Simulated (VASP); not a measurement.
# Li3HS (Pm-3m) in VASP: further runs

Aim: see how the results for Li3HS move with the level of theory and the settings. Levels: RPBE, r2SCAN, PBE+D3(BJ). Tasks: relaxation of cell and atoms.

Program: VASP 6.6.1. These are calculated values, not measurements. Logs are shortened: lines on timing, memory, paths and dates and some standing lists are left out, and cuts for length are marked.

### Step 1. The structure

The structure is cubic, space group Pm-3m (No. 221). Conventional cell: a = 3.843 Å, b = 3.843 Å, c = 3.843 Å, α = 90.00°, β = 90.00°, γ = 90.00°. Around S (site symmetry m-3m) lie 12 Li at 2.72 Å. H (site symmetry m-3m) has 6 Li at 1.92 Å as nearest neighbours. Around Li (site symmetry 4/mmm) lie 2 H at 1.92 Å.

The cell comes from a database or a generator and needn't be the stable form of this composition.

### Step 2. Relaxation of cell and atoms, RPBE

Input file INCAR:

```
PREC = Accurate ; ENCUT = 600
EDIFF = 1E-7 ; ISMEAR = 0
SIGMA = 0.03 ; LREAL = F
LASPH = T ; NELM = 80
ALGO = Normal ; ISIF = 3
LWAVE = F ; LCHARG = F
GGA = RP ; IBRION = 2
NSW = 90 ; EDIFFG = -0.005
```

Input file KPOINTS:

```
regular mesh
0
Gamma
  8 8 8
```

Input file POSCAR:

```
Li3HS                                   
1.0
    3.8434533041      0.0000000000     -0.0000000000
    0.0000000000      3.8434533041      0.0000000000
   -0.0000000000      0.0000000000      3.8434533041
  S               H               Li            
     1     1     3
Direct
     0.5000000000000000    0.5000000000000000    0.5000000000000000
     0.0000000000000000    0.0000000000000000    0.0000000000000000
     0.5000000000000000    0.0000000000000000    0.0000000000000000
     0.0000000000000000    0.5000000000000000    0.0000000000000000
     0.0000000000000000    0.0000000000000000    0.5000000000000000
```

Potentials or basis: VASP PAW PBE potentials, release 64 (S, H, Li_sv).

On the command line:

```
> cat potpaw_PBE.64/S/POTCAR potpaw_PBE.64/H/POTCAR potpaw_PBE.64/Li_sv/POTCAR > POTCAR
> mpirun -np 1 vasp_std > vasp.out
```

OUTCAR:

```text
PREC = Accurate
   ENCUT = 600
   EDIFF = 1E-7
   ISMEAR = 0
   LREAL = F
   LASPH = T
   NELM = 80
   ISIF = 3
   GGA = RP
   IBRION = 2
   NSW = 90
   EDIFFG = -0.005

 ion  position               nearest neighbor table
   1  0.500  0.500  0.500-
   2  0.000  0.000  0.000-
   3  0.500  0.000  0.000-
   4  0.000  0.500  0.000-
   5  0.000  0.000  0.500-

  LATTYP: Found a simple cubic cell.
 ALAT       =     3.8434533041

  Lattice vectors:

 A1 = (   3.8434533041,   0.0000000000,   0.0000000000)
 A2 = (   0.0000000000,   3.8434533041,   0.0000000000)
 A3 = (   0.0000000000,   0.0000000000,   3.8434533041)

Analysis of symmetry for initial positions (statically):
=====================================================================
 Subroutine PRICEL returns:
 Original cell was already a primitive cell.

 Routine SETGRP: Setting up the symmetry group for a
 simple cubic supercell.

 Subroutine GETGRP returns: Found 48 space group operations
 (whereof 48 operations were pure point group operations)
 out of a pool of 48 trial point group operations.

The static configuration has the point symmetry O_h .

Analysis of symmetry for dynamics (positions and initial velocities):
=====================================================================
 Subroutine PRICEL returns:
 Original cell was already a primitive cell.

 Routine SETGRP: Setting up the symmetry group for a
 simple cubic supercell.

 Subroutine GETGRP returns: Found 48 space group operations
 (whereof 48 operations were pure point group operations)
 out of a pool of 48 trial point group operations.

The dynamic configuration has the point symmetry O_h .

 Subroutine INISYM returns: Found 48 space group operations
 (whereof 48 operations are pure point group operations),
 and found     1 'primitive' translations

----------------------------------------------------------------------------------------

                                     Primitive cell

  volume of cell :      56.7760

  direct lattice vectors                    reciprocal lattice vectors
     3.843453304  0.000000000  0.000000000     0.260182685  0.000000000  0.000000000
     0.000000000  3.843453304  0.000000000     0.000000000  0.260182685  0.000000000
     0.000000000  0.000000000  3.843453304     0.000000000  0.000000000  0.260182685

  length of vectors
[... 103 lines left out ...]
   ISMEAR =     0;   SIGMA  =   0.03  broadening in eV -4-tet -1-fermi 0-gaus
   EFERMI_NEDOS =   21; number of points for ismear=-14 and -15
   IALGO  =     38    algorithm
   IMIX   =      4    mixing-type and parameters
     AMIX     =   0.40;   BMIX     =  1.00
     AMIX_MAG =   1.60;   BMIX_MAG =  1.00
  volume/ion in A,a.u.               =      11.36        76.63
  Fermi-wavevector in a.u.,A,eV,Ry     =   1.073313  2.028268 15.673934  1.152002
  Thomas-Fermi vector in A             =   2.209109
   LORBIT       =      0    0 simple, 1 ext, 2 COOP (PROOUT), +10 PAW based schemes
   GGA     = RP    functional components
   LHFCALC =     F    Hartree Fock is set to
   AEXX    =    0.0000 exact exchange contribution
   IVDW    =     0    specifies the selected vdW correction
   LEPSILON=     F    determine dielectric tensor
   LRPA    =     F    only Hartree local field effects (RPA)
 conjugate gradient relaxation of ions
 non-spin polarized calculation
 Gauss-broadening in eV      SIGMA  =   0.03
  energy-cutoff  :      600.00
  volume of cell :       56.78
 maximum number of plane-waves:      1924
 NGX is ok and might be reduce to    32
   NGX = 15   NGY = 15   NGZ = 15

 number of electron      15.9999963 magnetization

 Free energy of the ion-electron system (eV)
  ---------------------------------------------------
  ext. energy  EPLUGINS =         0.00000000
  ---------------------------------------------------
  free energy    TOTEN  =       -17.16006604 eV

  energy without entropy =      -17.16006604  energy(sigma->0) =      -17.16006604

 E-fermi :   2.3909     XC(G=0):  -8.8905

 val. band max:        2.2037987256   @ k =   0.5000   0.5000   0.0000
 cond. band min:       6.3218233374   @ k =   0.5000   0.0000   0.0000
 fundamental gap:      4.1180246119
 Fermi energy:         2.3909403312

 k-point     1 :       0.0000    0.0000    0.0000
  band No.  band energies     occupation
      1     -42.8511      2.00000
      2     -42.7857      2.00000
      3     -42.7857      2.00000
      4      -9.0375      2.00000
      5      -0.3666      2.00000
      6       1.1570      2.00000
      7       1.1570      2.00000
      8       1.1570      2.00000
      9       8.6738      0.00000
     10       8.6738      0.00000
     11       9.4772      0.00000
     12       9.4772      0.00000
[... 331 lines left out ...]
 k-point    24 :       0.5000    0.3750    0.1250
  band No.  band energies     occupation
      1     -42.8145      2.00000
      2     -42.8066      2.00000
      3     -42.7990      2.00000
      4      -8.4506      2.00000
      5      -1.4178      2.00000
      6      -0.1893      2.00000
      7      -0.0342      2.00000
      8       1.6180      2.00000
      9       7.8946      0.00000
     10       8.0339      0.00000
     11       9.1919      0.00000
     12       9.8952      0.00000

 [... further k-points ...]

------------------------ aborting loop because EDIFF is reached ----------------------------------------

  FORCE on cell =-STRESS in cart. coord.  units (eV):
  Direction    XX          YY          ZZ          XY          YZ          ZX
  --------------------------------------------------------------------------------------
  -------------------------------------------------------------------------------------
  Total       -0.0058437     -0.0058437     -0.0058437      0.0000000      0.0000000     -0.0000000
  in kB       -0.1649061     -0.1649061     -0.1649061      0.0000000      0.0000000     -0.0000000
  external PRESSURE =      -0.1649061 kB  Pullay stress =       0.0000000 kB

 VOLUME and BASIS-vectors are now :
 -----------------------------------------------------------------------------
  energy-cutoff  :      600.00
  volume of cell :       56.78
      direct lattice vectors                 reciprocal lattice vectors
     3.843453304  0.000000000  0.000000000     0.260182685  0.000000000  0.000000000
     0.000000000  3.843453304  0.000000000     0.000000000  0.260182685  0.000000000
     0.000000000  0.000000000  3.843453304     0.000000000  0.000000000  0.260182685

 POSITION                                       TOTAL-FORCE (eV/Angst)
 -----------------------------------------------------------------------------------
      1.92173      1.92173      1.92173         0.000000      0.000000      0.000000
      0.00000      0.00000      0.00000         0.000000      0.000000      0.000000
      1.92173      0.00000      0.00000         0.000000      0.000000      0.000000
      0.00000      1.92173      0.00000         0.000000      0.000000      0.000000
      0.00000      0.00000      1.92173         0.000000      0.000000      0.000000
 -----------------------------------------------------------------------------------
    total drift:                                0.000000      0.000000     -0.000000

  FREE ENERGIE OF THE ION-ELECTRON SYSTEM (eV)
  ---------------------------------------------------
  free  energy   TOTEN  =       -17.1600660355 eV

  energy  without entropy=      -17.1600660355  energy(sigma->0) =      -17.16006604

 reached required accuracy - stopping structural energy minimisation
```

OSZICAR:

```text
N       E                     dE             d eps       ncg     rms          rms(c)
DAV:   1     0.650226113747E+02    0.65023E+02   -0.75986E+03   840   0.147E+03
DAV:   2    -0.697127177675E+01   -0.71994E+02   -0.68754E+02  1020   0.272E+02
DAV:   3    -0.173235272459E+02   -0.10352E+02   -0.10302E+02  1616   0.733E+01
DAV:   4    -0.177032753162E+02   -0.37975E+00   -0.37939E+00  1096   0.187E+01
DAV:   5    -0.177249880757E+02   -0.21713E-01   -0.21711E-01  1324   0.328E+00    0.597E+00
DAV:   6    -0.172894958888E+02    0.43549E+00   -0.35784E-01   952   0.339E+00    0.367E+00
DAV:   7    -0.171519195794E+02    0.13758E+00   -0.53033E-01  1020   0.423E+00    0.982E-01
DAV:   8    -0.171592027960E+02   -0.72832E-02   -0.45386E-02  1096   0.145E+00    0.201E-01
DAV:   9    -0.171599412023E+02   -0.73841E-03   -0.26343E-03  1216   0.360E-01    0.903E-02
DAV:  10    -0.171600659168E+02   -0.12471E-03   -0.34589E-04  1000   0.133E-01    0.333E-02
DAV:  11    -0.171600652490E+02    0.66779E-06   -0.74149E-05  1048   0.640E-02    0.617E-03
DAV:  12    -0.171600661282E+02   -0.87921E-06   -0.45742E-06  1084   0.173E-02    0.371E-03
DAV:  13    -0.171600659374E+02    0.19080E-06   -0.54591E-07  1060   0.545E-03    0.108E-03
DAV:  14    -0.171600660355E+02   -0.98165E-07   -0.58370E-08   652   0.190E-03
   1 F= -.17160066E+02 E0= -.17160066E+02  d E =-.171601E+02
```

CONTCAR:

```text
Li3HS
   1.00000000000000
     3.8434533041000001    0.0000000000000000    0.0000000000000000
     0.0000000000000000    3.8434533041000001    0.0000000000000000
     0.0000000000000000    0.0000000000000000    3.8434533041000001
  S               H               Li
     1     1     3
Direct
     0.5000000000000000    0.5000000000000000    0.5000000000000000
     0.0000000000000000    0.0000000000000000    0.0000000000000000
     0.5000000000000000    0.0000000000000000    0.0000000000000000
     0.0000000000000000    0.5000000000000000    0.0000000000000000
     0.0000000000000000    0.0000000000000000    0.5000000000000000

  0.00000000E+00  0.00000000E+00  0.00000000E+00
  0.00000000E+00  0.00000000E+00  0.00000000E+00
  0.00000000E+00  0.00000000E+00  0.00000000E+00
  0.00000000E+00  0.00000000E+00  0.00000000E+00
  0.00000000E+00  0.00000000E+00  0.00000000E+00
```

Run time: 9.3 s. Hardware: 1 thread of Intel Xeon 6975P-C (Granite Rapids), shared host; peak memory 0.18 GiB.

Results:

```
Free energy             : -17.1601 eV
Pressure after relaxing : 0.0 GPa
Band gap on the k mesh  : 4.12 eV, indirect (least direct gap 4.55 eV)
```

Final structure:
```yaml
crystal:
  lattice:
    - [3.84345, 0.00000, 0.00000]
    - [0.00000, 3.84345, 0.00000]
    - [0.00000, 0.00000, 3.84345]
  atoms:
    - { symbol: S, position: [0.50000, 0.50000, 0.50000] }
    - { symbol: H, position: [0.00000, 0.00000, 0.00000] }
    - { symbol: Li, position: [0.50000, 0.00000, 0.00000] }
    - { symbol: Li, position: [0.00000, 0.50000, 0.00000] }
    - { symbol: Li, position: [0.00000, 0.00000, 0.50000] }
```

Caveat: the cutoff is under 1.25 times the usual one of these potentials, so pressure, stress and relaxed cells hold a basis-set (Pulay) error; the relaxation stopped at its first step, so nothing moved; the PAW data sets were made with another functional, which shifts forces and pressure a little.

(Part 1 of 2 ends here.)
